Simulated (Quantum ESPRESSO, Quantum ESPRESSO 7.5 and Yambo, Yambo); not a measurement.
# CdS (Hawleyite): G0W0 with Yambo, start to end

Aim: the G0W0 gap of CdS (Hawleyite) on PBE, step by step.

Program: Quantum ESPRESSO 7.5 and Yambo 5.3.0. Level of theory: PBE and many-body steps on it, plane waves. Results are calculated unless marked as measured.

**What was measured.**

- Gap 2.42 eV: optical gap from inflexion point of photoacoustic spectrum, as-grown film; photoacoustic spectroscopy; film (as-grown chemical bath deposited film, about 0.25 um thick, deposited at 80 C) (“Study of the band--gap shift in CdS films: Influence of thermal annealing in different atmospheres”, 1995, arxiv:cond-mat/9501125).

### 1. The structure

Symmetry: F-43m, No. 216, cubic system. The conventional cell has a = 5.833 Å, b = 5.833 Å, c = 5.833 Å, α = 90.00°, β = 90.00°, γ = 90.00°. Nearest to Cd lie 4 S at 2.53 Å. Nearest to S lie 4 Cd at 2.53 Å. Farther neighbours and most contacts between anions are not listed.

The cell and positions come from the Crystallography Open Database and are kept as given unless a step says otherwise.

### 2. Ground state

This step: Quantum ESPRESSO 7.5; DFT, PBE, plane waves, norm-conserving pseudopotentials.

The ground-state density comes first.

Input file pw.in:

```
&control
  calculation = 'scf'
  prefix = 'x'
  outdir = 'o'
  pseudo_dir = 'pseudo'
/
&system
  ibrav = 0
  nat = 2
  ntyp = 2
  ecutwfc = 94.0
  nbnd = 18
  force_symmorphic = .true.
/
&electrons
  conv_thr = 1e-10
  electron_maxstep = 80
  mixing_beta = 0.5
/
ATOMIC_SPECIES
  Cd 112.41 Cd.upf
  S 32.06 S.upf
CELL_PARAMETERS angstrom
  -0.0000000000 2.9165000000 2.9165000000
  2.9165000000 -0.0000000000 2.9165000000
  2.9165000000 2.9165000000 -0.0000000000
ATOMIC_POSITIONS crystal
  Cd 0.0000000000 0.0000000000 0.0000000000
  S 0.2500000000 0.2500000000 0.2500000000
K_POINTS automatic
  6 6 6 0 0 0
```

The run is started by

```bash
$ OMP_NUM_THREADS=1 mpirun -n 8 pw.x -nk 8 -in pw.in > pw.out
```

The log of the run:

```text
Program PWSCF v.7.5 starts

     This program is part of the open-source Quantum ESPRESSO suite
     for quantum simulation of materials; please cite
         "P. Giannozzi et al., J. Phys.:Condens. Matter 21 395502 (2009);
         "P. Giannozzi et al., J. Phys.:Condens. Matter 29 465901 (2017);
         "P. Giannozzi et al., J. Chem. Phys. 152 154105 (2020);
     in publications or presentations arising from this work. More details at
     Message from routine setup:
     using ibrav=0 with symmetry is DISCOURAGED, use correct ibrav instead

     G-vector sticks info

     bravais-lattice index     =            0
     lattice parameter (alat)  =       7.7943  a.u.
     unit-cell volume          =     334.8209 (a.u.)^3
     number of atoms/cell      =            2
     number of atomic types    =            2
     number of electrons       =        26.00
     number of Kohn-Sham states=           18
     kinetic-energy cutoff     =      94.0000  Ry
     charge density cutoff     =     376.0000  Ry
     scf convergence threshold =      1.0E-10
     mixing beta               =       0.5000
     number of iterations used =            8  plain     mixing
     Exchange-correlation= PBE
                           (   1   4   3   4   0   0   0)

     celldm(1)=   7.794277  celldm(2)=   0.000000  celldm(3)=   0.000000
     celldm(4)=   0.000000  celldm(5)=   0.000000  celldm(6)=   0.000000

     crystal axes: (cart. coord. in units of alat)
               a(1) = (  -0.000000   0.707107   0.707107 )
               a(2) = (   0.707107  -0.000000   0.707107 )
               a(3) = (   0.707107   0.707107  -0.000000 )

     reciprocal axes: (cart. coord. in units 2 pi/alat)
               b(1) = ( -0.707107  0.707107  0.707107 )
               b(2) = (  0.707107 -0.707107  0.707107 )
               b(3) = (  0.707107  0.707107 -0.707107 )
     Pseudo is Norm-conserving + core correction, Zval = 20.0
     Generated using ONCVPSP code by D. R. Hamann
     Using radial grid of 1368 points,  6 beta functions with:
     Pseudo is Norm-conserving + core correction, Zval =  6.0
     Generated using ONCVPSP code by D. R. Hamann
     Using radial grid of 1146 points,  6 beta functions with:
     Cd               20.00   112.41000     Cd( 1.00)
     S                 6.00    32.06000     S ( 1.00)

     24 Sym. Ops. (no inversion) found

   Cartesian axes

     site n.     atom                  positions (alat units)
         1        Cd     tau(   1) = (   0.0000000   0.0000000   0.0000000  )
         2        S      tau(   2) = (   0.3535534   0.3535534   0.3535534  )

     number of k points=    16
                       cart. coord. in units 2pi/alat
        k(    1) = (   0.0000000   0.0000000   0.0000000), wk =   0.0092593
        k(    2) = (   0.1178511   0.1178511  -0.1178511), wk =   0.0740741
        k(    3) = (   0.2357023   0.2357023  -0.2357023), wk =   0.0740741
        k(    4) = (  -0.3535534  -0.3535534   0.3535534), wk =   0.0370370
        k(    5) = (   0.2357023   0.0000000  -0.0000000), wk =   0.0555556
        k(    6) = (   0.3535534   0.1178511  -0.1178511), wk =   0.2222222
        k(    7) = (  -0.2357023  -0.4714045   0.4714045), wk =   0.2222222
        k(    8) = (  -0.1178511  -0.3535534   0.3535534), wk =   0.2222222
        k(    9) = (   0.0000000  -0.2357023   0.2357023), wk =   0.1111111
        k(   10) = (   0.4714045   0.0000000  -0.0000000), wk =   0.0555556
     [... 4 further rows ...]
        k(   15) = (  -0.1178511  -0.3535534   0.5892557), wk =   0.2222222
        k(   16) = (  -0.7071068   0.2357023   0.0000000), wk =   0.1111111

     Dense  grid:    41151 G-vectors     FFT dimensions: (  50,  50,  50)

     Initial potential from superposition of free atoms

     starting charge      25.9997, renormalised to      26.0000
     Starting wfcs are   14 randomized atomic wfcs +    4 random wfcs

     per-process dynamical memory:    33.5 Mb

     Self-consistent Calculation

     iteration #  1     ecut=    94.00 Ry     beta= 0.50

     Threshold (ethr) on eigenvalues was too large:
     Diagonalizing with lowered threshold

     total energy              =    -372.79995584 Ry
     estimated scf accuracy    <       0.12502222 Ry

     iteration #  2     ecut=    94.00 Ry     beta= 0.50

     total energy              =    -372.83204504 Ry
     estimated scf accuracy    <       0.01171960 Ry

     iteration #  3     ecut=    94.00 Ry     beta= 0.50

     total energy              =    -372.83384825 Ry
     estimated scf accuracy    <       0.00115358 Ry

     iteration #  4     ecut=    94.00 Ry     beta= 0.50

     total energy              =    -372.83393487 Ry
     estimated scf accuracy    <       0.00005019 Ry

     iteration #  5     ecut=    94.00 Ry     beta= 0.50

     total energy              =    -372.83394333 Ry
     estimated scf accuracy    <       0.00000198 Ry

     iteration #  6     ecut=    94.00 Ry     beta= 0.50

     total energy              =    -372.83394406 Ry
     estimated scf accuracy    <       0.00000015 Ry

     iteration #  7     ecut=    94.00 Ry     beta= 0.50

     total energy              =    -372.83394410 Ry
     estimated scf accuracy    <       0.00000008 Ry

     iteration #  8     ecut=    94.00 Ry     beta= 0.50

     total energy              =    -372.83394412 Ry
     estimated scf accuracy    <          4.5E-09 Ry

     iteration #  9     ecut=    94.00 Ry     beta= 0.50

     total energy              =    -372.83394412 Ry
     estimated scf accuracy    <          2.8E-09 Ry

     iteration # 10     ecut=    94.00 Ry     beta= 0.50

     End of self-consistent calculation

          k = 0.0000 0.0000 0.0000 (  5065 PWs)   bands (ev):

   -94.3754 -55.4395 -55.4395 -55.4395  -5.3823  -0.7406  -0.7406  -0.7406
    -0.2616  -0.2616   6.9820   6.9820   6.9820   8.1268  13.5132  13.5132
    13.5132  18.3635

          k = 0.1179 0.1179-0.1179 (  5101 PWs)   bands (ev):

   -94.3755 -55.4396 -55.4395 -55.4395  -5.2758  -0.7029  -0.7029  -0.6409
    -0.2624  -0.2624   5.4756   6.7776   6.7776   9.2894  13.1739  13.8285
    13.8285  17.6039

          k = 0.2357 0.2357-0.2357 (  5135 PWs)   bands (ev):

   -94.3755 -55.4400 -55.4396 -55.4396  -5.0615  -0.6415  -0.6415  -0.2701
    -0.2449  -0.2449   3.5827   6.4053   6.4053   9.9595  13.6990  14.0554
    14.0554  17.9978

          k =-0.3536-0.3536 0.3536 (  5168 PWs)   bands (ev):

     [... further k-points ...]

     highest occupied, lowest unoccupied level (ev):     6.9820    8.1268

!    total energy              =    -372.83394412 Ry
     estimated scf accuracy    <          3.6E-11 Ry

     The total energy is the sum of the following terms:
     one-electron contribution =    -249.52345537 Ry
     hartree contribution      =     130.35028490 Ry
     xc contribution           =     -54.84831516 Ry
     ewald contribution        =    -198.81245849 Ry

     convergence has been achieved in  10 iterations

     XML data file, charge density, pseudopotentials, collected wavefunctions

=------------------------------------------------------------------------------=
   JOB DONE.
=------------------------------------------------------------------------------=
```

Elapsed: 4.3 s, on 8 MPI ranks of Arm Neoverse V2, shared host; peak memory 0.66 GiB.

This step gave:

- total energy: -5072.6642 eV
- gap: 1.145 eV
- k of the valence top: 0, 0, 0
- k of the conduction bottom: 0, 0, 0
- least direct gap: 1.145 eV

The gap is direct, at Γ.

### 3. Bands along the symmetry lines

The cheap functional maps the bands first; the places of the edges decide which points the dearer methods must see.

Input file pw.in:

```
&control
  calculation = 'bands'
  prefix = 'x'
  outdir = 'o'
  pseudo_dir = 'pseudo'
/
&system
  ibrav = 0
  nat = 2
  ntyp = 2
  ecutwfc = 94.0
  nbnd = 19
  force_symmorphic = .true.
/
&electrons
  conv_thr = 1e-9
  electron_maxstep = 80
  diago_full_acc = .true.
  diago_thr_init = 5e-6
/
ATOMIC_SPECIES
  Cd 112.41 Cd.upf
  S 32.06 S.upf
CELL_PARAMETERS angstrom
  -0.0000000000 2.9165000000 2.9165000000
  2.9165000000 -0.0000000000 2.9165000000
  2.9165000000 2.9165000000 -0.0000000000
ATOMIC_POSITIONS crystal
  Cd 0.0000000000 0.0000000000 0.0000000000
  S 0.2500000000 0.2500000000 0.2500000000
K_POINTS crystal
  50
  0.00000000 0.00000000 0.00000000 1
  -0.06250000 -0.06250000 0.00000000 1
  -0.12500000 -0.12500000 0.00000000 1
  -0.18750000 -0.18750000 0.00000000 1
  -0.25000000 -0.25000000 0.00000000 1
  -0.31250000 -0.31250000 0.00000000 1
  -0.37500000 -0.37500000 0.00000000 1
  -0.43750000 -0.43750000 0.00000000 1
  -0.50000000 -0.50000000 0.00000000 1
  -0.48437500 -0.48437500 0.03125000 1
  -0.46875000 -0.46875000 0.06250000 1
  -0.45312500 -0.45312500 0.09375000 1
  -0.43750000 -0.43750000 0.12500000 1
  -0.42187500 -0.42187500 0.15625000 1
  -0.40625000 -0.40625000 0.18750000 1
  -0.39062500 -0.39062500 0.21875000 1
  -0.37500000 -0.37500000 0.25000000 1
  -0.37500000 0.00000000 0.37500000 1
  -0.32812500 0.00000000 0.32812500 1
  -0.28125000 0.00000000 0.28125000 1
  -0.23437500 0.00000000 0.23437500 1
  -0.18750000 0.00000000 0.18750000 1
  -0.14062500 0.00000000 0.14062500 1
  -0.09375000 0.00000000 0.09375000 1
  -0.04687500 0.00000000 0.04687500 1
  0.00000000 0.00000000 0.00000000 1
  0.00000000 0.00000000 0.06250000 1
  0.00000000 0.00000000 0.12500000 1
  0.00000000 0.00000000 0.18750000 1
  0.00000000 0.00000000 0.25000000 1
  0.00000000 0.00000000 0.31250000 1
  0.00000000 0.00000000 0.37500000 1
  0.00000000 0.00000000 0.43750000 1
  0.00000000 0.00000000 0.50000000 1
  -0.06250000 -0.03125000 0.46875000 1
  -0.12500000 -0.06250000 0.43750000 1
  -0.18750000 -0.09375000 0.40625000 1
  -0.25000000 -0.12500000 0.37500000 1
  -0.31250000 -0.15625000 0.34375000 1
  -0.37500000 -0.18750000 0.31250000 1
  -0.43750000 -0.21875000 0.28125000 1
  -0.50000000 -0.25000000 0.25000000 1
  -0.50000000 -0.28125000 0.21875000 1
  -0.50000000 -0.31250000 0.18750000 1
  -0.50000000 -0.34375000 0.15625000 1
  -0.50000000 -0.37500000 0.12500000 1
  -0.50000000 -0.40625000 0.09375000 1
  -0.50000000 -0.43750000 0.06250000 1
  -0.50000000 -0.46875000 0.03125000 1
  -0.50000000 -0.50000000 0.00000000 1
```

The log of the run:

```text
[banner, memory and clock lines left out]
Program PWSCF v.7.5 starts

     Atomic positions and unit cell read from directory:
     o/x.save/

     Message from routine setup:
     using ibrav=0 with symmetry is DISCOURAGED, use correct ibrav instead

     G-vector sticks info

     bravais-lattice index     =            0
     lattice parameter (alat)  =       7.7943  a.u.
     unit-cell volume          =     334.8209 (a.u.)^3
     number of atoms/cell      =            2
     number of atomic types    =            2
     number of electrons       =        26.00
     number of Kohn-Sham states=           19
     kinetic-energy cutoff     =      94.0000  Ry
     charge density cutoff     =     376.0000  Ry
     Exchange-correlation= PBE
                           (   1   4   3   4   0   0   0)

     celldm(1)=   7.794277  celldm(2)=   0.000000  celldm(3)=   0.000000
     celldm(4)=   0.000000  celldm(5)=   0.000000  celldm(6)=   0.000000

     crystal axes: (cart. coord. in units of alat)
               a(1) = (  -0.000000   0.707107   0.707107 )
               a(2) = (   0.707107  -0.000000   0.707107 )
               a(3) = (   0.707107   0.707107  -0.000000 )

     reciprocal axes: (cart. coord. in units 2 pi/alat)
               b(1) = ( -0.707107  0.707107  0.707107 )
               b(2) = (  0.707107 -0.707107  0.707107 )
               b(3) = (  0.707107  0.707107 -0.707107 )
     Pseudo is Norm-conserving + core correction, Zval = 20.0
     Generated using ONCVPSP code by D. R. Hamann
     Using radial grid of 1368 points,  6 beta functions with:
     Pseudo is Norm-conserving + core correction, Zval =  6.0
     Generated using ONCVPSP code by D. R. Hamann
     Using radial grid of 1146 points,  6 beta functions with:
     Cd               20.00   112.41000     Cd( 1.00)
     S                 6.00    32.06000     S ( 1.00)

     24 Sym. Ops. (no inversion) found

   Cartesian axes

     site n.     atom                  positions (alat units)
         1        Cd     tau(   1) = (   0.0000000   0.0000000   0.0000000  )
         2        S      tau(   2) = (   0.3535534   0.3535534   0.3535534  )

     number of k points=    50
                       cart. coord. in units 2pi/alat
        k(    1) = (   0.0000000   0.0000000   0.0000000), wk =   0.0400000
        k(    2) = (   0.0000000   0.0000000  -0.0883883), wk =   0.0400000
        k(    3) = (   0.0000000   0.0000000  -0.1767767), wk =   0.0400000
[...]
[... 38 further rows ...]
        k(   49) = (   0.0441942  -0.0000000  -0.7071068), wk =   0.0400000
        k(   50) = (   0.0000000   0.0000000  -0.7071068), wk =   0.0400000

     Dense  grid:    41151 G-vectors     FFT dimensions: (  50,  50,  50)

     The potential is recalculated from file :
     o/x.save/charge-density

     Starting wfcs are   14 randomized atomic wfcs +    5 random wfcs

     Band Structure Calculation

     End of band structure calculation

          k = 0.0000 0.0000 0.0000 (  5065 PWs)   bands (ev):

   -94.3755 -55.4396 -55.4396 -55.4396  -5.3823  -0.7406  -0.7406  -0.7406
    -0.2617  -0.2617   6.9821   6.9821   6.9821   8.1268  13.5133  13.5133
    13.5133  18.3635  18.3637

          k = 0.0000 0.0000-0.0884 (  5101 PWs)   bands (ev):

   -94.3756 -55.4396 -55.4396 -55.4396  -5.3608  -0.7302  -0.7294  -0.7294
[...]
13.6301  17.7952  18.3848

          k = 0.0000 0.0000-0.1768 (  5109 PWs)   bands (ev):

[...]
13.9615  16.8013  18.4471

          k =-0.0000 0.0000-0.2652 (  5117 PWs)   bands (ev):

[...]
k = 0.0000 0.0000-0.3536 (  5105 PWs)   bands (ev):

[...]
k = 0.0000-0.0000-0.4419 (  5149 PWs)   bands (ev):

[...]
k =-0.0000 0.0000-0.5303 (  5157 PWs)   bands (ev):

[...]
k = 0.0000-0.0000-0.6187 (  5161 PWs)   bands (ev):

[...]
k = 0.5303-0.0000-0.5303 (  5174 PWs)   bands (ev):

[...]
k = 0.0000 0.0000 0.0000 (  5065 PWs)   bands (ev):

[...]
k = 0.1326 0.0000-0.7071 (  5162 PWs)   bands (ev):

[...]
k = 0.0884-0.0000-0.7071 (  5158 PWs)   bands (ev):

[...]
k = 0.0442-0.0000-0.7071 (  5146 PWs)   bands (ev):

[...]
17.5480  17.7680  19.1993

          k = 0.0000 0.0000-0.7071 (  5138 PWs)   bands (ev):

   -94.3756 -55.4402 -55.4399 -55.4399  -4.8230  -0.5275  -0.3917  -0.3917
    -0.1747   0.1830   3.0356   5.1070   5.1070  10.5405  11.3369  16.1804
    17.7552  17.7552  19.0782

     XML data file, pseudopotentials, collected wavefunctions
```

Wall time 4.1 s (8 MPI ranks); peak memory 0.59 GiB; 32 s of CPU time.

Numbers from this step:

```yaml
gap: 1.145 eV
k_of_the_valence_top: 0, 0, 0
k_of_the_conduction_bottom: 0, 0, 0
least_direct_gap: 1.145 eV
```

The gap is 1.145 eV, as in the run before at this level.

Electronic bands along the path, in eV, zero at the top of the highest filled band:

| point | band 10 | band 11 | band 12 | band 13 | band 14 | band 15 | band 16 | band 17 |
| --- | --- | --- | --- | --- | --- | --- | --- | --- |
| Γ | -7.24 | 0.00 | 0.00 | 0.00 | 1.14 | 6.53 | 6.53 | 6.53 |
| halfway | -7.20 | -2.31 | -1.02 | -1.02 | 3.59 | 4.82 | 8.12 | 8.12 |
| X | -6.80 | -3.95 | -1.88 | -1.88 | 3.56 | 4.35 | 9.20 | 10.77 |
| halfway | -6.74 | -3.94 | -2.15 | -1.78 | 3.85 | 4.66 | 8.94 | 10.01 |
| U | -6.67 | -3.93 | -2.53 | -1.52 | 4.24 | 5.45 | 8.48 | 9.01 |
| jump to K | -6.67 | -3.93 | -2.53 | -1.52 | 4.24 | 5.45 | 8.48 | 9.01 |
| halfway | -7.19 | -2.75 | -1.36 | -0.42 | 3.61 | 6.10 | 6.75 | 7.27 |
| Γ | -7.24 | 0.00 | 0.00 | 0.00 | 1.14 | 6.53 | 6.53 | 6.53 |
| halfway | -7.24 | -2.49 | -0.40 | -0.40 | 2.78 | 6.28 | 7.03 | 7.03 |
| L | -6.86 | -4.39 | -0.75 | -0.75 | 3.01 | 7.00 | 7.00 | 7.46 |
| halfway | -6.75 | -4.11 | -1.93 | -1.22 | 4.38 | 5.81 | 7.21 | 8.35 |
| W | -6.61 | -3.89 | -2.26 | -2.18 | 5.42 | 5.43 | 7.23 | 8.04 |
| halfway | -6.70 | -3.92 | -2.08 | -2.03 | 4.26 | 4.83 | 8.67 | 8.94 |
| X | -6.80 | -3.95 | -1.88 | -1.88 | 3.56 | 4.35 | 9.20 | 10.77 |

(Continued in part 2 of 3.)

[Paths, hosts, dates, memory and timing lines, banners, echoed tables and standing remarks are left out of the program output.]

[Logs are printed without paths, hosts, clocks, repeated set-up lines and the standing remarks that a program may print on its own settings, such as how far it seeks lower states.]

[Runs of the session that timed out or met a known fault of the program may be left out.]

[Hosts, paths, dates, database ids (printed as entryN), source tags and the programs' standing remarks are cut or masked in the printed files.]
